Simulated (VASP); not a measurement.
# VASP 6.6.1 run: BaTiO₃

INCAR

```
LASPH = .TRUE.
IBRION = -1
LWAVE = .FALSE.
SIGMA = 0.02
NSW = 0
PREC = Accurate
GGA = PE
LREAL = .FALSE.
LCHARG = .FALSE.
EDIFF = 1E-7
ISIF = 2
NBANDS = 28
MAXMIX = 10
ISMEAR = -1
NELM = 120
ENCUT = 520
```

KPOINTS

```
KPOINTS created by Atomic Simulation Environment
0
Monkhorst-Pack
6 6 6
0 0 0
```

POSCAR

```
Ba Ti O
 1.0000000000000000
     3.8742736247999998    0.0000000000000000    0.0000000000000000
     0.0000000000000000    3.8742736247999998    0.0000000000000000
     0.0000000000000000    0.0000000000000000    3.8742736247999998
 Ba  Ti  O
   1   1   3
Cartesian
  0.0000000000000000  0.0000000000000000  0.0000000000000000
  1.9371368123999997  1.9371368123999997  1.9371368123999997
  1.9371368123999997  1.9371368123999997  0.0000000000000000
  1.9371368123999997  0.0000000000000000  1.9371368123999997
  0.0000000000000000  1.9371368123999997  1.9371368123999997
```

The recommended PBE PAW datasets give the neutral cell 40 valence electrons.

Command

```
mpirun -np 1 vasp_std
```

Task: How does this run end, and what does it give?

Result: It converged. Results: gap between bands v and c on the k mesh 2.32 eV; least direct gap on the k mesh 2.47 eV; pressure 25.6 GPa. Band v is the last that the valence electrons fill when counted band by band, and c is the next.

OSZICAR

```
N       E                     dE             d eps       ncg     rms          rms(c)
DAV:   1     0.438303270963E+03    0.43830E+03   -0.21063E+04   560   0.158E+03
DAV:   2    -0.390169910009E+01   -0.44220E+03   -0.41938E+03   624   0.440E+02
DAV:   3    -0.480366471916E+02   -0.44135E+02   -0.43775E+02   804   0.135E+02
DAV:   4    -0.500170755858E+02   -0.19804E+01   -0.19761E+01   840   0.243E+01
DAV:   5    -0.500657647825E+02   -0.48689E-01   -0.48680E-01   764   0.316E+00    0.255E+01
DAV:   6    -0.394659898466E+02    0.10600E+02   -0.52650E+01   764   0.708E+01    0.100E+01
DAV:   7    -0.395027250672E+02   -0.36735E-01   -0.74163E+00   696   0.206E+01    0.757E+00
DAV:   8    -0.394384216385E+02    0.64303E-01   -0.85630E-01   704   0.888E+00    0.257E+00
DAV:   9    -0.394574953043E+02   -0.19074E-01   -0.17993E-01   712   0.296E+00    0.101E+00
DAV:  10    -0.394484581311E+02    0.90372E-02   -0.67193E-02   736   0.211E+00    0.515E-01
DAV:  11    -0.394462875383E+02    0.21706E-02   -0.14683E-02   852   0.107E+00    0.122E-01
DAV:  12    -0.394459591550E+02    0.32838E-03   -0.20504E-03   688   0.488E-01    0.762E-02
DAV:  13    -0.394459784060E+02   -0.19251E-04   -0.12981E-04   736   0.883E-02    0.293E-02
DAV:  14    -0.394459669269E+02    0.11479E-04   -0.62776E-05   632   0.453E-02    0.503E-03
DAV:  15    -0.394459690246E+02   -0.20977E-05   -0.72156E-06   684   0.268E-02    0.150E-02
DAV:  16    -0.394459670150E+02    0.20095E-05   -0.51906E-06   740   0.238E-02    0.281E-03
DAV:  17    -0.394459670132E+02    0.18667E-08   -0.24242E-07   624   0.373E-03
   1 F= -.39445967E+02 E0= -.39445967E+02  d E =-.473757E-11
```

Standard output (part)

```
POSCAR found type information on POSCAR BaTiO
 POSCAR found :  3 types and       5 ions
 LDA part: xc-table for (Slater+PW92), standard interpolation
 POSCAR, INCAR and KPOINTS ok, starting setup
 WAVECAR not read
 entering main loop
```

The shifted mesh misses Γ, so a band edge there is missed.

For comparison, a separate PBE run of the intended cell, on usual settings and not on those above, gives a gap of 1.93 eV on its mesh and a pressure of 25.6 GPa.
